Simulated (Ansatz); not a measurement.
**NiGe: phonons across the zone**

Computed with DFT PBE, scalar-relativistic, plane waves, PAW in Ansatz 0.2.0. Plane waves to 420 eV; Γ-centred k mesh 8×12×8; Fermi-Dirac smearing of 0.15 eV. No spin polarisation. Phonons by linear response, acoustic sum rule imposed.

Equilibrium structure at this level:
```yaml
crystal:
  lattice:
    - [5.37824, 0.00000, 0.00000]
    - [0.00000, 3.49091, 0.00000]
    - [0.00000, 0.00000, 5.86193]
  atoms:
    - { symbol: Ni, position: [0.99430, 0.75000, 0.19144] }
    - { symbol: Ni, position: [0.00570, 0.25000, 0.80856] }
    - { symbol: Ni, position: [0.50570, 0.25000, 0.69144] }
    - { symbol: Ni, position: [0.49430, 0.75000, 0.30856] }
    - { symbol: Ge, position: [0.80969, 0.75000, 0.58736] }
    - { symbol: Ge, position: [0.19031, 0.25000, 0.41264] }
    - { symbol: Ge, position: [0.69031, 0.25000, 0.08736] }
    - { symbol: Ge, position: [0.30969, 0.75000, 0.91264] }
```

It was relaxed at this level from a cell as deposited in COD. In a metal, frequencies and elastic constants depend on the k mesh and the smearing, soft modes and shear constants most. Some empty bands missed the eigensolver's threshold. The q mesh is coarse, so values between its points are rough.

Force constants from linear response on a 1×2×1 q mesh.

Path: Γ–X–S–Y–Γ–Z–U–R–T–Z | X–U | Y–T | S–R. Only the points of the 1×2×1 mesh were computed; the rest is interpolation, which is rough on so few points. On the mesh no mode is imaginary. Distance along the path (Å⁻¹), then the branches (cm⁻¹, negative for imaginary):
```
0.000  0 0 0 98 132 133 147 148 149 155 159 174 188 190 190 207 211 212 226 233 248 248 262 263
0.146  23 23 37 100 132 132 141 141 149 151 167 179 182 194 195 202 206 215 225 232 247 252 260 265
0.292  46 46 72 104 125 126 130 132 141 153 174 180 186 189 200 203 205 215 221 230 246 256 257 266
0.438  68 68 101 108 112 113 128 130 131 157 166 170 189 199 202 204 212 212 216 225 248 254 260 266
0.584  88 88 89 89 120 120 128 128 137 137 164 164 197 197 208 208 208 208 219 219 250 250 264 264
0.809  79 79 94 94 119 119 134 134 150 150 160 160 196 196 200 200 214 214 221 221 252 252 263 263
1.034  73 73 102 102 119 119 143 143 151 151 172 172 191 191 196 196 212 212 230 230 254 254 261 261
1.259  76 76 102 102 124 124 144 144 154 154 175 175 188 188 194 194 218 218 236 236 255 255 259 259
1.484  88 88 88 88 136 136 136 136 165 165 165 165 190 190 190 190 231 231 231 231 257 257 257 257
1.630  86 86 94 94 133 133 139 139 157 157 165 165 191 191 195 195 224 224 237 237 252 252 261 261
1.776  87 87 102 102 130 130 139 139 146 146 164 164 196 196 200 200 219 219 240 240 247 247 265 265
1.922  91 91 108 108 128 128 135 135 137 137 165 165 197 197 199 199 223 223 242 242 242 242 268 268
2.068  94 94 112 112 127 127 131 131 135 135 167 167 194 194 201 201 227 227 238 238 242 242 269 269
2.293  83 108 109 114 114 119 125 136 142 148 159 164 179 194 206 211 218 229 238 240 240 242 268 268
2.518  63 79 103 115 116 127 131 140 142 147 156 162 184 189 202 210 225 227 230 231 243 246 266 266
2.743  33 41 57 105 126 136 139 145 146 154 158 171 187 187 193 210 215 220 228 231 247 248 263 264
2.968  0 0 0 98 132 133 147 148 149 155 159 174 188 190 190 207 211 212 226 233 248 248 262 263
3.102  18 21 32 96 126 138 147 149 149 155 159 175 183 188 190 207 213 214 226 233 248 249 262 263
3.236  34 42 63 89 114 142 146 150 150 154 157 169 177 189 189 202 218 218 227 232 246 249 263 264
3.370  51 62 79 90 102 141 145 151 151 151 153 158 180 186 191 198 223 223 228 231 244 247 264 265
3.504  66 66 80 80 121 121 148 148 152 152 154 154 184 184 194 194 225 225 230 230 244 244 265 265
3.650  69 69 82 82 125 125 141 141 146 146 159 159 188 188 192 192 222 222 229 229 246 246 265 265
3.796  78 78 88 88 129 129 134 134 136 136 166 166 188 188 197 197 215 215 226 226 250 250 264 264
3.942  90 90 97 97 120 120 120 120 147 147 169 169 184 184 206 206 208 208 221 221 253 253 263 263
4.088  102 102 105 105 108 108 111 111 156 156 166 166 183 183 205 205 214 214 214 214 255 255 263 263
4.313  98 98 100 100 115 115 116 116 159 159 166 166 182 182 203 203 217 217 217 217 255 255 262 262
4.538  97 97 102 102 117 117 124 124 157 157 164 164 192 192 201 201 221 221 221 221 256 256 260 260
4.763  101 101 106 106 120 120 130 130 146 146 160 160 200 200 203 203 226 226 227 227 255 255 257 257
4.988  104 104 104 104 127 127 127 127 150 150 150 150 203 203 203 203 231 231 231 231 255 255 255 255
5.134  101 101 104 104 126 126 131 131 148 148 155 155 194 194 208 208 228 228 233 233 254 254 257 257
5.280  96 96 100 100 126 126 136 136 151 151 162 162 183 183 207 207 224 224 238 238 255 255 259 259
5.426  93 93 96 96 125 125 141 141 156 156 166 166 176 176 204 204 220 220 242 242 256 256 260 260
5.572  92 92 95 95 125 125 144 144 158 158 166 166 174 174 202 202 218 218 244 244 256 256 261 261
5.797  94 94 98 98 124 124 146 146 148 148 165 165 182 182 189 189 225 225 242 242 255 255 261 261
6.022  91 91 99 99 128 128 138 138 150 150 155 155 178 178 191 191 230 230 236 236 251 251 262 262
6.247  77 77 87 87 126 126 143 143 146 146 156 156 180 180 195 195 228 228 231 231 246 246 264 264
6.472  66 66 80 80 121 121 148 148 152 152 154 154 184 184 194 194 225 225 230 230 244 244 265 265
6.539  89 89 89 89 120 120 128 128 138 138 164 164 196 196 208 208 208 208 219 219 250 250 264 264
6.673  91 91 92 92 118 118 125 125 141 141 166 166 193 193 207 207 209 209 218 218 252 252 264 264
6.807  96 96 97 97 114 114 119 119 148 148 168 168 187 187 206 206 211 211 217 217 253 253 263 263
6.941  100 100 103 103 109 109 113 113 154 154 167 167 183 183 205 205 213 213 215 215 255 255 263 263
7.008  94 94 112 112 127 127 131 131 135 135 167 167 194 194 201 201 227 227 238 238 242 242 269 269
7.142  93 93 109 109 128 128 129 129 140 140 167 167 193 193 199 199 226 226 239 239 244 244 269 269
7.276  91 91 104 104 126 126 135 135 147 147 167 167 187 187 198 198 223 223 242 242 248 248 267 267
7.410  91 91 98 98 125 125 141 141 153 153 167 167 179 179 200 200 220 220 243 243 253 253 264 264
7.544  92 92 95 95 125 125 144 144 158 158 166 166 174 174 202 202 218 218 244 244 256 256 261 261
7.611  89 89 89 89 136 136 136 136 164 164 164 164 191 191 191 191 231 231 231 231 257 257 257 257
7.745  92 92 92 92 135 135 135 135 159 159 159 159 195 195 195 195 231 231 231 231 256 256 256 256
7.879  98 98 98 98 132 132 132 132 153 153 153 153 200 200 200 200 231 231 231 231 255 255 255 255
8.013  104 104 104 104 128 128 128 128 150 150 150 150 203 203 203 203 231 231 231 231 255 255 255 255
```
